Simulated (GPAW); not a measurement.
Runs of GPAW 26.7.0 on HfC. It takes space group Fm-3m (No. 225, cubic). The conventional cell has a = 4.650 Å, b = 4.650 Å, c = 4.650 Å, α = 90.00°, β = 90.00°, γ = 90.00°. Around Hf (site symmetry m-3m) lie 6 C at 2.33 Å. C (site symmetry m-3m) is surrounded by 6 Hf at 2.33 Å. 

| level | potentials or basis | k mesh | older calculator (legacy_gpaw) | gap on the mesh (eV) | pressure (GPa) |
| --- | --- | --- | --- | --- | --- |
| vdW-DF-cx | GPAW PAW data sets (gpaw-data 1.2.1), pw | 10 × 10 × 10 | - | none | - |
| LDA | the program's PAW data sets (release 1.2.1) made for this functional, pw | 10 × 10 × 10 | - | none | (a) |
| optB88-vdW | GPAW PAW data sets (gpaw-data 1.2.1), pw | 10 × 10 × 10 | yes | none | - |
| TB-mBJ | GPAW PAW data sets for LDA (gpaw-data 1.2.1), pw | 8 × 8 × 8 | - | none | - |
| RPBE | the program's PAW data sets (release 1.2.1) made for this functional, pw | 10 × 10 × 10 | - | none | 5.7 |

Alike in all rows: task single point; no spin polarisation; cell as given; cutoff (eV) 800; smearing fermi-dirac 0.05 eV.

**Question.** Fill in the values left out.

**Answer.** (a) -11.3.

Caveats: the PAW data sets were made with another functional, which shifts forces and pressure a little (some runs); a model potential gives levels but no total energy (some runs).

A k mesh can miss the band edges, and the runs leave out spin-orbit coupling on Hf.

A gap of «none» marks a metal or a gap under the smearing width.
